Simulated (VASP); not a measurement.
# GaN (Fm-3m) in VASP: settings compared

One crystal, GaN, is run at these levels: HSE(alpha, omega); tasks: single point.

Program: VASP 6.6.1. These are calculated values, not measurements. Logs are shortened: lines on timing, memory, paths and dates and some standing lists are left out, and cuts for length are marked.

### Step 1. The crystal as given

It takes space group Fm-3m (No. 225, cubic). The conventional cell has a = 4.270 Å, b = 4.270 Å, c = 4.270 Å, α = 90.00°, β = 90.00°, γ = 90.00°. Ga (site symmetry m-3m) has 6 N at 2.14 Å as nearest neighbours. N (site symmetry m-3m) has 6 Ga at 2.14 Å as nearest neighbours.

Measurements of this composition are mostly on another form, of space group No. 186.

### Step 2. Single point, HSE(alpha, omega)

POSCAR

```
GaN
1.0
    0.0000000000      2.1352350000      2.1352350000
    2.1352350000      0.0000000000      2.1352350000
    2.1352350000      2.1352350000      0.0000000000
Ga N
1 1
Direct
    0.0000000000      0.0000000000      0.0000000000
    0.5000000000      0.5000000000      0.5000000000
```

INCAR.step1

```
  ALGO = Normal
  EDIFF = 1E-5
  ENCUT = 520
  GGA = PE
  ISIF = 2
  ISMEAR = -1
  LASPH = T
  LCHARG = F
  LREAL = F
  LWAVE = T
  NELM = 80
  PREC = Accurate
  SIGMA = 0.05
```

INCAR.step2

```
  AEXX = 0.2
  ALGO = Normal
  EDIFF = 1E-6
  ENCUT = 520
  GGA = PE
  HFSCREEN = 0.2
  ISIF = 2
  ISMEAR = -1
  ISTART = 1
  LASPH = T
  LCHARG = F
  LHFCALC = T
  LREAL = F
  LWAVE = F
  NELM = 80
  PREC = Accurate
  PRECFOCK = Fast
  SIGMA = 0.05
```

KPOINTS

```
k-points
0
Gamma
  6 6 6
```

Potentials or basis: VASP PAW PBE potentials, release 64 (Ga_d, N).

Started as:

```
> cat potpaw_PBE.64/Ga_d/POTCAR potpaw_PBE.64/N/POTCAR > POTCAR
> cp INCAR.step1 INCAR
> mpirun -np 1 vasp_std > vasp.out
> cp INCAR.step2 INCAR
> mpirun -np 1 vasp_std > vasp.out
```

OUTCAR:

```text
AEXX = 0.2
   EDIFF = 1E-6
   ENCUT = 520
   GGA = PE
   HFSCREEN = 0.2
   ISIF = 2
   ISMEAR = -1
   ISTART = 1
   LASPH = T
   LHFCALC = T
   LREAL = F
   NELM = 80
   PREC = Accurate
   PRECFOCK = Fast

 ion  position               nearest neighbor table
   1  0.000  0.000  0.000-   2 2.14   2 2.14   2 2.14   2 2.14   2 2.14   2 2.14
   2  0.500  0.500  0.500-   1 2.14   1 2.14   1 2.14   1 2.14   1 2.14   1 2.14

  LATTYP: Found a face centered cubic cell.
 ALAT       =     4.2704700000

  Lattice vectors:

 A1 = (   0.0000000000,   2.1352350000,   2.1352350000)
 A2 = (   2.1352350000,   0.0000000000,   2.1352350000)
 A3 = (   2.1352350000,   2.1352350000,   0.0000000000)

Analysis of symmetry for initial positions (statically):
=====================================================================
 Subroutine PRICEL returns:
 Original cell was already a primitive cell.

 Routine SETGRP: Setting up the symmetry group for a
 face centered cubic supercell.

 Subroutine GETGRP returns: Found 48 space group operations
 (whereof 48 operations were pure point group operations)
 out of a pool of 48 trial point group operations.

The static configuration has the point symmetry O_h .

Analysis of symmetry for dynamics (positions and initial velocities):
=====================================================================
 Subroutine PRICEL returns:
 Original cell was already a primitive cell.

 Routine SETGRP: Setting up the symmetry group for a
 face centered cubic supercell.

 Subroutine GETGRP returns: Found 48 space group operations
 (whereof 48 operations were pure point group operations)
 out of a pool of 48 trial point group operations.

The dynamic configuration has the point symmetry O_h .

 Subroutine INISYM returns: Found 48 space group operations
 (whereof 48 operations are pure point group operations),
 and found     1 'primitive' translations

----------------------------------------------------------------------------------------

                                     Primitive cell

  volume of cell :      19.4700

  direct lattice vectors                    reciprocal lattice vectors
     0.000000000  2.135235000  2.135235000    -0.234166263  0.234166263  0.234166263
     2.135235000  0.000000000  2.135235000     0.234166263 -0.234166263  0.234166263
     2.135235000  2.135235000  0.000000000     0.234166263  0.234166263 -0.234166263

  length of vectors
[... 90 lines left out ...]
   IALGO  =     38    algorithm
   IMIX   =      1    mixing-type and parameters
     AMIX     =   0.40;   BMIX     =  1.00
     AMIX_MAG =   1.60;   BMIX_MAG =  1.00
  volume/ion in A,a.u.               =       9.74        65.70
  Fermi-wavevector in a.u.,A,eV,Ry     =   1.594814  3.013761 34.605481  2.543431
  Thomas-Fermi vector in A             =   2.692830
   LORBIT       =      0    0 simple, 1 ext, 2 COOP (PROOUT), +10 PAW based schemes
   GGA     = PE    functional components
   LHFCALC =     T    Hartree Fock is set to
   PRECFOCK=fast      Normal, Fast or Accurate (Low or Medium for compatibility)
   ENCUT4O =  -1.0   cutoff for four orbital integrals eV
   NKREDX  =     1    reduce k-point grid by
   NKREDY  =     1    reduce k-point grid by
   NKREDZ  =     1    reduce k-point grid by
   AEXX    =    0.2000 exact exchange contribution
   HFSCREEN=    0.2000 screening length (either q_TF or 0.3 A-1)
   HFSCREENC=   0.2000 screening length for correlation (either q_TF or 0.3 A-1)
   ENCUTFOCK=  -1.0 apply spherical cutoff to Coloumb kernel
   IVDW    =     0    specifies the selected vdW correction
   LEPSILON=     F    determine dielectric tensor
   LRPA    =     F    only Hartree local field effects (RPA)
 non-spin polarized calculation
  energy-cutoff  :      520.00
  volume of cell :       19.47
 maximum number of plane-waves:       544
 NGX is ok and might be reduce to    24
  NGX = 14; NGY = 14; NGZ = 14

 number of electron      18.0000005 magnetization

 Free energy of the ion-electron system (eV)
  ---------------------------------------------------
  ext. energy  EPLUGINS =         0.00000000
  ---------------------------------------------------
  free energy    TOTEN  =       -13.25640773 eV

  energy without entropy =      -13.25640763  energy(sigma->0) =      -13.25640768

 E-fermi :   7.6536     XC(G=0): -10.9838

 val. band max:        6.9379700961   @ k =  -0.1667   0.1667   0.0000
 cond. band min:       8.2992891279   @ k =   0.5000   0.5000   0.0000
 fundamental gap:      1.3613190318
 Fermi energy:         7.6536119178

 k-point     1 :       0.0000    0.0000    0.0000
  band No.  band energies     occupation
      1     -11.3823      2.00000
      2      -8.9290      2.00000
      3      -8.9290      2.00000
      4      -8.9290      2.00000
      5      -8.8856      2.00000
      6      -8.8856      2.00000
      7       6.4430      2.00000
      8       6.4430      2.00000
      9       6.4430      2.00000
     10       9.8200      0.00000
     11      22.5873      0.00000
     12      22.5873      0.00000
     13      22.5873      0.00000
[... 226 lines left out ...]
  band No.  band energies     occupation
      1     -10.1580      2.00000
      2      -9.0053      2.00000
      3      -8.8967      2.00000
      4      -8.8076      2.00000
      5      -8.6820      2.00000
      6      -5.6162      2.00000
      7       0.4362      2.00000
      8       2.4843      2.00000
      9       2.5245      2.00000
     10      11.5258      0.00000
     11      17.1927      0.00000
     12      19.3663      0.00000
     13      19.3762      0.00000

------------------------ aborting loop because EDIFF is reached ----------------------------------------

  FORCE on cell =-STRESS in cart. coord.  units (eV):
  Direction    XX          YY          ZZ          XY          YZ          ZX
  --------------------------------------------------------------------------------------
  -------------------------------------------------------------------------------------
  Total       -0.8801379     -0.8801379     -0.8801379      0.0000000      0.0000000     -0.0000000
  in kB      -72.4259621    -72.4259621    -72.4259621      0.0000000      0.0000000     -0.0000000
  external PRESSURE =     -72.4259621 kB  Pullay stress =       0.0000000 kB

 VOLUME and BASIS-vectors are now :
 -----------------------------------------------------------------------------
  energy-cutoff  :      520.00
  volume of cell :       19.47
      direct lattice vectors                 reciprocal lattice vectors
     0.000000000  2.135235000  2.135235000    -0.234166263  0.234166263  0.234166263
     2.135235000  0.000000000  2.135235000     0.234166263 -0.234166263  0.234166263
     2.135235000  2.135235000  0.000000000     0.234166263  0.234166263 -0.234166263

 POSITION                                       TOTAL-FORCE (eV/Angst)
 -----------------------------------------------------------------------------------
      0.00000      0.00000      0.00000        -0.000000      0.000000     -0.000000
      2.13524      2.13524      2.13524         0.000000     -0.000000      0.000000
 -----------------------------------------------------------------------------------
    total drift:                                0.000000      0.000000      0.000000

  FREE ENERGIE OF THE ION-ELECTRON SYSTEM (eV)
  ---------------------------------------------------
  free  energy   TOTEN  =       -13.2564077326 eV

  energy  without entropy=      -13.2564076323  energy(sigma->0) =      -13.25640768
```

OUTCAR.step1:

```text
EDIFF = 1E-5
   ENCUT = 520
   GGA = PE
   ISIF = 2
   ISMEAR = -1
[... 467 lines left out ...]
 -----------------------------------------------------------------------------------
      0.00000      0.00000      0.00000         0.000000      0.000000      0.000000
      2.13524      2.13524      2.13524        -0.000000     -0.000000     -0.000000
 -----------------------------------------------------------------------------------
    total drift:                                0.000000     -0.000000     -0.000000

  FREE ENERGIE OF THE ION-ELECTRON SYSTEM (eV)
  ---------------------------------------------------
  free  energy   TOTEN  =       -11.1930876008 eV

  energy  without entropy=      -11.1924769964  energy(sigma->0) =      -11.19278230
```

OSZICAR.step1:

```text
N       E                     dE             d eps       ncg     rms          rms(c)
DAV:   1     0.832347739869E+02    0.83235E+02   -0.10092E+04   440   0.256E+03
DAV:   2    -0.651080810397E+01   -0.89746E+02   -0.82980E+02   451   0.346E+02
DAV:   3    -0.129141110757E+02   -0.64033E+01   -0.63629E+01   496   0.857E+01
DAV:   4    -0.129930237210E+02   -0.78913E-01   -0.78880E-01   477   0.100E+01
DAV:   5    -0.129940159120E+02   -0.99219E-03   -0.99219E-03   466   0.108E+00    0.727E+00
DAV:   6    -0.112108836635E+02    0.17831E+01   -0.52867E+00   592   0.477E+01    0.241E+00
DAV:   7    -0.112077498267E+02    0.31338E-02   -0.28741E-01   421   0.646E+00    0.155E+00
DAV:   8    -0.111952063886E+02    0.12543E-01   -0.41300E-02   491   0.296E+00    0.485E-01
DAV:   9    -0.111931087212E+02    0.20977E-02   -0.10473E-02   539   0.268E+00    0.122E-01
DAV:  10    -0.111930855813E+02    0.23140E-04   -0.71315E-04   485   0.411E-01    0.257E-02
DAV:  11    -0.111930876008E+02   -0.20195E-05   -0.63590E-05   493   0.979E-02
   1 F= -.11193088E+02 E0= -.11192782E+02  d E =-.610604E-03
```

It took 5.8 min on 1 thread of Intel Xeon Platinum 8488C (Sapphire Rapids), shared host; peak memory 0.25 GiB.

What came out:

```yaml
Free_energy: -13.2564 eV
Pressure: -7.2 GPa
Band_gap_on_the_k_mesh: 1.36 eV, indirect (least direct gap 3.38 eV)
```

Levels at points of the mesh, in eV from the valence-band top:
```tsv
k point	band 5	band 6	band 7	band 8	band 9	band 10	band 11	band 12	band 13
(0.00, 0.00, 0.00)	-15.82	-15.82	-0.50	-0.50	-0.50	2.88	15.65	15.65	15.65
(0.50, 0.00, 0.00)	-15.68	-15.19	-8.65	-0.22	-0.22	5.53	10.10	10.10	10.66
(0.50, 0.50, 0.00)	-15.62	-12.40	-7.37	-3.13	-3.13	1.36	8.66	13.24	15.80
```

Caveat: the k mesh is coarse (spacing up to 0.42 Å⁻¹), so the values aren't converged, least of all with exact exchange; the PAW data sets were made with another functional, which shifts forces and pressure a little. A k mesh can miss the band edges.

### Step 3. Single point, HSE(alpha, omega)

POSCAR is that of step 2.

INCAR.step1 is that of step 2.

INCAR.step2: that of step 2 with these lines changed.

```diff
@@ -1,2 +1,2 @@
-  AEXX = 0.2
+  AEXX = 0.25
   ALGO = Normal
```

KPOINTS is that of step 2.

Potentials or basis: VASP PAW PBE potentials, release 64 (Ga_d, N).

Started as:

```
> cat potpaw_PBE.64/Ga_d/POTCAR potpaw_PBE.64/N/POTCAR > POTCAR
> cp INCAR.step1 INCAR
> mpirun -np 1 vasp_std > vasp.out
> cp INCAR.step2 INCAR
> mpirun -np 1 vasp_std > vasp.out
```

OUTCAR:

```text
AEXX = 0.25
   EDIFF = 1E-6
   ENCUT = 520
   GGA = PE
   HFSCREEN = 0.2
   ISIF = 2
   ISMEAR = -1
   ISTART = 1
   LASPH = T
   LHFCALC = T
   LREAL = F
   NELM = 80
   PREC = Accurate
   PRECFOCK = Fast

 ion  position               nearest neighbor table
   1  0.000  0.000  0.000-   2 2.14   2 2.14   2 2.14   2 2.14   2 2.14   2 2.14
   2  0.500  0.500  0.500-   1 2.14   1 2.14   1 2.14   1 2.14   1 2.14   1 2.14

  LATTYP: Found a face centered cubic cell.
 ALAT       =     4.2704700000
[... 443 lines left out ...]

------------------------ aborting loop because EDIFF is reached ----------------------------------------

  FORCE on cell =-STRESS in cart. coord.  units (eV):
  Direction    XX          YY          ZZ          XY          YZ          ZX
  --------------------------------------------------------------------------------------
  -------------------------------------------------------------------------------------
  Total       -1.0965885     -1.0965885     -1.0965885      0.0000000     -0.0000000     -0.0000000
  in kB      -90.2375414    -90.2375414    -90.2375414      0.0000000     -0.0000000     -0.0000000
  external PRESSURE =     -90.2375414 kB  Pullay stress =       0.0000000 kB

 VOLUME and BASIS-vectors are now :
 -----------------------------------------------------------------------------
  energy-cutoff  :      520.00
  volume of cell :       19.47
      direct lattice vectors                 reciprocal lattice vectors
     0.000000000  2.135235000  2.135235000    -0.234166263  0.234166263  0.234166263
     2.135235000  0.000000000  2.135235000     0.234166263 -0.234166263  0.234166263
     2.135235000  2.135235000  0.000000000     0.234166263  0.234166263 -0.234166263

 POSITION                                       TOTAL-FORCE (eV/Angst)
 -----------------------------------------------------------------------------------
      0.00000      0.00000      0.00000         0.000000      0.000000      0.000000
      2.13524      2.13524      2.13524        -0.000000     -0.000000     -0.000000
 -----------------------------------------------------------------------------------
    total drift:                               -0.000000     -0.000000     -0.000000

  FREE ENERGIE OF THE ION-ELECTRON SYSTEM (eV)
  ---------------------------------------------------
  free  energy   TOTEN  =       -13.7912303608 eV

  energy  without entropy=      -13.7912303525  energy(sigma->0) =      -13.79123036
```

OSZICAR.step1:

```text
N       E                     dE             d eps       ncg     rms          rms(c)
DAV:   1     0.832347739869E+02    0.83235E+02   -0.10092E+04   440   0.256E+03
DAV:   2    -0.651080810397E+01   -0.89746E+02   -0.82980E+02   451   0.346E+02
DAV:   3    -0.129141110757E+02   -0.64033E+01   -0.63629E+01   496   0.857E+01
DAV:   4    -0.129930237210E+02   -0.78913E-01   -0.78880E-01   477   0.100E+01
DAV:   5    -0.129940159120E+02   -0.99219E-03   -0.99219E-03   466   0.108E+00    0.727E+00
DAV:   6    -0.112108836635E+02    0.17831E+01   -0.52867E+00   592   0.477E+01    0.241E+00
DAV:   7    -0.112077498267E+02    0.31338E-02   -0.28741E-01   421   0.646E+00    0.155E+00
DAV:   8    -0.111952063886E+02    0.12543E-01   -0.41300E-02   491   0.296E+00    0.485E-01
DAV:   9    -0.111931087212E+02    0.20977E-02   -0.10473E-02   539   0.268E+00    0.122E-01
DAV:  10    -0.111930855813E+02    0.23140E-04   -0.71315E-04   485   0.411E-01    0.257E-02
DAV:  11    -0.111930876008E+02   -0.20195E-05   -0.63590E-05   493   0.979E-02
   1 F= -.11193088E+02 E0= -.11192782E+02  d E =-.610604E-03
```

Run time: 5.7 min. Hardware: 1 thread of Intel Xeon Platinum 8488C (Sapphire Rapids), shared host; peak memory 0.25 GiB.

Results:

| Item | Value |
| --- | --- |
| Free energy | -13.7912 eV |
| Pressure | -9.0 GPa |
| Band gap on the k mesh | 1.63 eV, indirect (least direct gap 3.65 eV) |

Caveat: the k mesh is coarse (spacing up to 0.42 Å⁻¹), so the values aren't converged, least of all with exact exchange; the PAW data sets were made with another functional, which shifts forces and pressure a little.
